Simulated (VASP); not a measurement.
Y: electron localisation function with PW91

Y:

```
Y
1.0
     0.00000    2.48204    2.48204
     2.48204    0.00000    2.48204
     2.48204    2.48204    0.00000
Y
1
Direct
  0.00000 0.00000 0.00000
```

This isn't the form of Y at room conditions, which is hcp.

The cell isn't the ideal one: volume scaled by 0.92.

```
Program                : VASP 6.6.1
Task                   : electron localisation function
Functional             : PW91
Potentials or basis    : VASP PAW PBE potentials, release 64 (Y_sv)
Cutoff                 : 500 eV
k mesh                 : 9 × 9 × 9
Occupations            : methfessel-paxton, width 0.2 eV
Spin                   : no spin polarisation
Further INCAR settings : ALGO = Normal; EDIFF = 1e-06
```

```json
{"Pressure": "2.1 GPa", "Band gap on the k mesh": "none (metal or under the smearing width)"}
```

Levels at points of the mesh, in eV from the Fermi level:
```
           k point  band 2  band 3  band 4  band 5  band 6  band 7  band 8  band 9
(0.00, 0.00, 0.00)  -22.20  -22.20  -22.20   -4.85    1.79    1.79    1.79    3.94
```

It took 9.2 s on 1 thread of Intel(R) Xeon(R) 6975P-C (Granite Rapids) (shared host), peak memory 0.16 GiB.

Caveat: the PAW data sets were made with another functional, which shifts forces and pressure a little.
